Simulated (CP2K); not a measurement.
Crystal: HgTe.

```
CELL_PARAMETERS angstrom
4.58074 0.00000 0.00000
-3.51900 2.93254 0.00000
-0.53087 -1.46627 4.30713
ATOMIC_POSITIONS crystal
Hg 0.75000 0.25000 0.50000
Te 0.00000 0.00000 0.00000
```

Measurements of this composition are mostly on another form, of space group No. 216.

| Item | Value |
| --- | --- |
| Program | CP2K 2026.2 |
| Task | relaxation of cell and atoms |
| Functional | PBEsol |
| Potentials or basis | POTENTIAL_UZH Hg GTH-PBE-q12, Te GTH-PBE-q6; TZVP-MOLOPT-PBE-GTH basis |
| Density cutoff | 6123 eV |
| k mesh | 7 × 7 × 7 |
| Occupations | fermi-dirac, width 0.0259 eV |
| Spin | no spin polarisation |

At the start: pressure -2.2 GPa; volume 28.93 Å³/atom.

Where does the relaxation end?

Over 7 steps the energy falls by 15.3 meV/atom and the volume is 27.61 Å³/atom (-4.6 %); space group C2 (No. 5, to 0.05 Å).

The path:
```csv
step,energy change (eV),largest force (eV/Å),volume (Å³)
1,0.0000,0.0000,57.86
2,-0.0028,0.0002,57.72
3,-0.0274,0.0033,54.54
4,-0.0304,0.0022,55.46
5,-0.0306,0.0024,55.24
6,-0.0306,0.0025,55.22
7,-0.0306,0.0025,55.22
```

Final structure:
```cif
data_structure
_symmetry_space_group_name_H-M 'P 1'
_symmetry_Int_Tables_number 1
_cell_length_a 4.5380
_cell_length_b 4.5388
_cell_length_c 4.5595
_cell_angle_alpha 96.338
_cell_angle_beta 96.686
_cell_angle_gamma 141.265
_cell_volume 55.22
loop_
_atom_site_label
_atom_site_type_symbol
_atom_site_fract_x
_atom_site_fract_y
_atom_site_fract_z
_atom_site_occupancy
Hg1 Hg 0.75000 0.25000 0.50000 1
Te1 Te 0.00000 0.00000 0.00000 1
```

Caveat: with these potentials and basis sets, volumes of gold and of layered tellurides can stand 1.5 % and more from those of plane-wave programs; the potentials were made for another functional, which shifts forces and pressure; the basis of atomic orbitals isn't converged, which shifts pressures, moduli and gaps.
